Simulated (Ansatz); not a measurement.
**GaN: stress in a strained cell**

GaN is deformed so: equal xy, yz and zx engineering shear strains of -1 %. What stress and forces result, by LAPW, PAW and all-electron datasets made for the crystal?

Computed with Ansatz 0.2.0 (DFT PBEsol, scalar-relativistic, unless a step's input says otherwise).

### 1 Starting point

Symmetry: Fm-3m, No. 225, cubic system. Conventional cell: a = 3.985 Å, b = 3.985 Å, c = 3.985 Å, α = 90.00°, β = 90.00°, γ = 90.00°. Ga (site symmetry m-3m) is surrounded by 6 N at 1.99 Å. N (site symmetry m-3m) is surrounded by 6 Ga at 1.99 Å.

Coordinates:

```
CELL_PARAMETERS angstrom
0.00000 1.99250 1.99250
1.99250 0.00000 1.99250
1.99250 1.99250 0.00000
ATOMIC_POSITIONS crystal
Ga 0.50000 0.50000 0.50000
N 0.00000 0.00000 0.00000
```

Atoms are numbered in the order of the input: Ga1, N2.

### 2 The deformed structure

Space group Fm-3m before, R-3m after.

### 3 LAPW, all electrons

input.yaml

```yaml
crystal:
  lattice:
    - [-0.019925, 1.9825375, 1.9825375]
    - [1.9825375, -0.019925, 1.9825375]
    - [1.9825375, 1.9825375, -0.019925]
  atoms:
    - { symbol: Ga, position: [0.5, 0.5, 0.5] }
    - { symbol: "N", position: [0.0, 0.0, 0.0] }
kpoints:
  mp_grid: { grid: [13, 13, 13] }
  band_path:
    path:
      - [0.0, 0.0, 0.0]
      - [0.5, 0.5, 0.5]
      - [0.2525443832, 0.5, 0.7474556168]
      - [-0.2525443832, 0.2525443832, 0.5]
      - [0.0, 0.0, 0.5]
      - [0.0, 0.0, 0.0]
      - [-0.3762721916, 0.0, 0.3762721916]
      - [0.0, 0.3762721916, 0.6237278084]
      - [0.0, 0.5, 0.5]
    npoints: 5
scf:
  occupations: { method: fermi_dirac, width: 0.02 }
hamiltonian:
  xc: pbesol
  pseudopotentials: { kind: all_electron, lapw: { basis_error: 0.001 } }
output:
  forces: true
  stress: true
  eigenvalues: true
```

Run with:

```console
$ ansatz run input.yaml --threads 1 --pin off --max-ram 3072MiB --backend cpu --events-out ev --progress --plain --runs-dir out
```

### 4 Frozen-core PAW

input.yaml

```yaml
crystal:
  lattice:
    - [-0.019925, 1.9825375, 1.9825375]
    - [1.9825375, -0.019925, 1.9825375]
    - [1.9825375, 1.9825375, -0.019925]
  atoms:
    - { symbol: Ga, position: [0.5, 0.5, 0.5] }
    - { symbol: "N", position: [0.0, 0.0, 0.0] }
kpoints:
  mp_grid: { grid: [13, 13, 13] }
scf:
  occupations: { method: fermi_dirac, width: 0.02 }
hamiltonian:
  xc: pbesol
  pseudopotentials: { kind: paw }
output:
  forces: true
  stress: true
  eigenvalues: true
  efg: { contact_densities: true }
```

### 5 Datasets made for this crystal

input.yaml, as its differences from that of step 4:

```diff
@@ -14,3 +14,3 @@
   xc: pbesol
-  pseudopotentials: { kind: paw }
+  pseudopotentials: { kind: all_electron, datasets: crystal }
 output:
```

(Steps that only read results are left out.)

Before running it: what results should come out? Wanted: pressure; largest shear or deviatoric stress.

As calculated:

| quantity | value |
| --- | --- |
| pressure | LAPW 58.85, PAW 58.73, crystal datasets 58.84 GPa |
| largest shear or deviatoric stress (LAPW) | 2.62 GPa |

What this shows: The largest part of the stress beyond the pressure is 2.62 GPa in size; the atoms are carried along and not relaxed. No run of the undeformed cell stands beside it, so the pressure holds what the given cell had before the change. PAW: stress within 0.12 GPa of LAPW. Crystal datasets: stress within 0.01 GPa of LAPW.
